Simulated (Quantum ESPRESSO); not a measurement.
Crystal: PtS2.

```
CELL_PARAMETERS angstrom
3.54320 0.00000 0.00000
-1.77160 3.06850 0.00000
0.00000 0.00000 5.03880
ATOMIC_POSITIONS crystal
Pt 0.00000 0.00000 0.00000
S 0.66667 0.33333 0.77300
S 0.33333 0.66667 0.22700
```

- Program: Quantum ESPRESSO 7.5
- Task: phonons
- Functional: PBEsol
- Potentials or basis: GBRV 1.5 PBEsol
- Cutoff: 612 eV
- Density cutoff: 4898 eV
- k mesh: 6 × 6 × 4, shifted
- Occupations: fermi-dirac, width 0.05 eV
- Spin: no spin polarisation
- Mixing beta: 0.5
- Most SCF iterations: 120
- SCF threshold: 6e-10 Ry

The first run showed a gap, so the response started from a second, tighter run with fixed occupations.

Task: Which optical modes does the crystal have at the zone centre, and which show in infrared and Raman spectra?

Result: The optical modes are Eg + Eu + A2u + A1g. Infrared active: Eu + A2u. Raman active: Eg + A1g.

Optical modes at Γ, degenerate ones joined, polar ones without the macroscopic field:
| cm⁻¹ | components | symmetry | active in | IR intensity, summed ((D/Å)²/amu) |
| --- | --- | --- | --- | --- |
| 332 | 2 | Eg | Raman | 0.00 |
| 333 | 2 | Eu | IR | 8.36 |
| 342 | 1 | A2u | IR | 0.21 |
| 346 | 1 | A1g | Raman | 0.00 |

Caveat: the atoms weren't relaxed first, which shifts the frequencies; the cell is more than 3 GPa from zero pressure, which shifts response properties.
